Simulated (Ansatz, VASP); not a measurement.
One calculation of Ge, two programs

Contents of INCAR:

```
SYSTEM = Ge
ALGO = Normal ; EDIFF = 1E-7
ENCUT = 520 ; GGA = PE
ISIF = 2 ; ISMEAR = 0
IVDW = 12 ; LASPH = .TRUE.
LCHARG = .FALSE. ; LREAL = .FALSE.
LWAVE = .FALSE. ; NBANDS = 21
NELM = 100 ; PREC = Accurate
SIGMA = 0.01
```

The input KPOINTS:

```
k-points
0
G
  6 6 6
  0 0 0
```

POSCAR

```
Ge
1.0
    0.0000000000      2.8289100000      2.8289100000
    2.8289100000      0.0000000000      2.8289100000
    2.8289100000      2.8289100000      0.0000000000
Ge
2
Direct
    0.0000000000      0.0000000000      0.0000000000
    0.2500000000      0.2500000000      0.2500000000
```

Input for Ansatz:

```yaml
crystal:
  lattice:
    - [0.0, 2.82891, 2.82891]
    - [2.82891, 0.0, 2.82891]
    - [2.82891, 2.82891, 0.0]
  atoms:
    - { symbol: Ge, position: [0.0, 0.0, 0.0] }
    - { symbol: Ge, position: [0.25, 0.25, 0.25] }
basis:
  ecutwfc: 470.0
kpoints:
  mp_grid:
    grid: [6, 6, 6]
hamiltonian:
  xc: pbe
  dispersion: d3bj
scf:
  self_checks: low
  occupations:
    method: fixed
```

Alike in both runs: task single point; functional PBE; dispersion D3(BJ); k mesh 6 × 6 × 6; no spin polarisation.

|  | VASP | Ansatz |
| --- | --- | --- |
| version | VASP 6.6.1 | Ansatz 0.2.0 |
| potentials or method | VASP PAW PBE potentials, release 64 (Ge_d) | plane waves, PAW |
| plane-wave cutoff (eV) | 520 | 470 |
| occupations | gaussian, width 0.01 eV | fixed |
| valence electrons in the cell | 28 | 28 |

VASP gave:

```
dispersion energy (meV/atom) : -297.1
```

Which values does Ansatz return?

Dispersion energy (meV/atom): -297.2.
